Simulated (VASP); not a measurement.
**AlAs: optical spectrum with PBE**

The system is AlAs.

```
Al As
1.0
     0.00000    2.84088    2.84088
     2.84088    0.00000    2.84088
     2.84088    2.84088    0.00000
Al As
1 1
Cartesian
  0.0000 0.0000 0.0000
  1.4204 1.4204 1.4204
```

```
Program                : VASP 6.6.1
Task                   : optical spectrum
Functional             : PBE
Potentials or basis    : VASP PAW PBE potentials, release 64 (Al, As)
Cutoff                 : 520 eV
k mesh                 : 8 × 8 × 8
Occupations            : gaussian, width 0.03 eV
Spin                   : no spin polarisation
Further INCAR settings : ALGO = Normal; EDIFF = 1e-06; NBANDS = 36
```

```json
{
 "Pressure": "1.9 GPa",
 "Band gap on the k mesh": "1.45 eV, indirect (least direct gap 1.97 eV)"
}
```

Levels at points of the mesh, in eV from the valence-band top:
| k point | band 1 | band 2 | band 3 | band 4 | band 5 | band 6 | band 7 | band 8 |
| --- | --- | --- | --- | --- | --- | --- | --- | --- |
| (0.00, 0.00, 0.00) | -11.80 | 0.00 | 0.00 | 0.00 | 1.97 | 4.27 | 4.27 | 4.27 |
| (0.50, 0.00, 0.00) | -10.41 | -5.52 | -0.82 | -0.82 | 2.10 | 4.67 | 4.67 | 7.73 |
| (0.50, 0.50, 0.00) | -9.87 | -5.39 | -2.15 | -2.15 | 1.45 | 2.29 | 10.25 | 10.25 |

Dielectric function (mean over the directions given):
```
energy (eV)  real part  imaginary part
       0.31      10.47            0.04
       0.93      10.98            0.13
       1.62      12.63            0.45
       2.30      14.56            1.07
       2.98      12.45           17.01
       3.67      24.32           14.73
       4.35     -11.73           15.05
       5.04       0.30           12.82
       5.72      -6.42           14.57
       6.40      -5.60            6.79
       7.03      -5.47            4.37
       7.71      -2.87            1.99
       8.39      -2.92            3.17
       9.08      -2.56            1.74
       9.76      -1.91            1.16
      10.45      -1.96            1.04
      11.13      -1.14            0.59
      11.81      -1.11            0.47
      12.50      -0.63            0.40
      13.18      -0.51            0.39
      13.80      -0.42            0.35
      14.49      -0.18            0.27
      15.17      -0.14            0.31
      15.86      -0.07            0.27
      16.54       0.04            0.16
      17.22       0.15            0.12
      17.91       0.23            0.25
      18.59       0.21            0.15
      19.28       0.29            0.09
      19.96       0.37            0.11
```

Wall time 35 s on 1 thread of Intel(R) Xeon(R) Platinum 8259CL CPU @ 2.50GHz (Skylake/Cascade Lake) (shared host), peak memory 0.19 GiB.

Caveat: spectra need much finer meshes, so this one isn't converged; independent-particle spectra lack excitons. A k mesh can miss the band edges.
